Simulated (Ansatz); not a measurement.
Runs of Ansatz 0.2.0 on Fe. It takes space group Fmmm (No. 69, orthorhombic). Conventional cell: a = 2.997 Å, b = 3.883 Å, c = 3.930 Å, α = 90.00°, β = 90.00°, γ = 90.00°. Fe (site symmetry mmm) has 12 Fe at 2.45 to 2.76 Å as nearest neighbours. 

| task | level | cell | cutoff (eV) | points for each segment of the path | gap on the mesh (eV) | pressure (GPa) | moment (μB) | relaxed volume (Å³/atom) |
| --- | --- | --- | --- | --- | --- | --- | --- | --- |
| band structure | r2SCAN | as given | 500 | 14 | none | 6.5 | 2.64 | - |
| relaxation of cell and atoms | revPBE | relaxed | 420 | - | none | 0.0 | (c) | 11.57 |
| relaxation of cell and atoms | BLYP | relaxed | 420 | - | none | 0.0 | (a) | 11.81 |
| band structure | BLYP | as given | 420 | 14 | none | (b) | 2.14 | - |

Alike in all rows: potentials or basis Ansatz PAW; spin collinear, ferromagnetic start; k mesh 13 × 13 × 13; smearing fermi-dirac 0.05 eV.

Problem. Fill in the values left out.

Solution. (a) 2.16; (b) 7.0; (c) 2.17.

Caveats: the PAW data sets come from PBE, with cores solved anew for the run's functional, which leaves a small shift of forces and pressure; the plane-wave basis is chosen anew once the cell has moved, so the energies of steps on either side of that aren't comparable (some runs); the magnetic or orbital state may not be the lowest (some runs).

A gap of «none» marks a metal or a gap under the smearing width.

Runs at the PBE level aren't shown here.
